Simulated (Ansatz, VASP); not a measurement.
**One calculation of FeO, two programs**

INCAR

```
PREC = Accurate
ENCUT = 520
EDIFF = 1E-7
ISMEAR = -1
SIGMA = 0.05
LREAL = False
LASPH = True
NELM = 120
ALGO = Normal
ISIF = 2
LWAVE = False
LCHARG = False
ISPIN = 2
MAGMOM = 3 0
LORBIT = 11
LMAXMIX = 4
GGA = PE
NBANDS = 18
```

KPOINTS

```
Automatic mesh
0
Gamma
  11 11 11
```

The input POSCAR:

```
FeO
1.0
    1.4971703779      0.8643917259      2.4817931879
   -1.4971703779      0.8643917259      2.4817931879
    0.0000000000     -1.7287834419      2.4817931879
Fe O
1 1
Direct
    0.0000000000      0.0000000000      0.0000000000
    0.5000000000      0.5000000000      0.5000000000
```

The input input.yaml:

```yaml
crystal:
  lattice:
    - [1.4971703779, 0.8643917259, 2.4817931879]
    - [-1.4971703779, 0.8643917259, 2.4817931879]
    - [0.0, -1.7287834419, 2.4817931879]
  atoms:
    - { symbol: Fe, position: [0.0, 0.0, 0.0], spin: 3.0 }
    - { symbol: O, position: [0.5, 0.5, 0.5] }
hamiltonian:
  xc: pbe
  pseudopotentials: { kind: paw }
magnetization:
  spin_polarized: true
kpoints:
  mp_grid: { grid: [11, 11, 11] }
scf:
  occupations: { method: fermi_dirac, width: 0.05 }
output:
  forces: true
  stress: true
  eigenvalues: true
```

Change from the starting cell: volume scaled by 0.96.

Alike in both runs: task single point; functional PBE; k mesh 11 × 11 × 11; occupations fermi-dirac, width 0.05 eV; collinear spin, ferromagnetic start.

```csv
,VASP,Ansatz
version,VASP 6.6.1,Ansatz 0.2.0
potentials or method,"VASP PAW PBE potentials, release 64 (Fe, O)",Ansatz PAW
plane-wave cutoff (eV),520,420
valence electrons in the cell,14,22
```

```tsv
	VASP	Ansatz	Ansatz less VASP
gap on the k mesh at the Fermi level (eV)	none	none	-
pressure (GPa)	7.7	7.5	-0.25
largest component of the traceless stress (GPa)	0.56	0.53	-0.030
net moment per atom (μB)	2.00	2.00	0.000
size of the moment on the site where the two differ most (μB)	3.61	3.43	-0.181
```

Site moments also hang on the region over which each program counts them. A gap of «none» marks a metal or a gap that the smearing closes. The two sets of potentials don't hold the same shells in valence.

Caveats: a cell with one magnetic atom can't hold antiferromagnetic order, which such compounds often take; semilocal functionals often make such compounds metallic where correlation or magnetic order opens a gap, which also shifts bond lengths; the pressure holds a Pulay correction of +0.7 GPa for the finite cutoff (Ansatz).
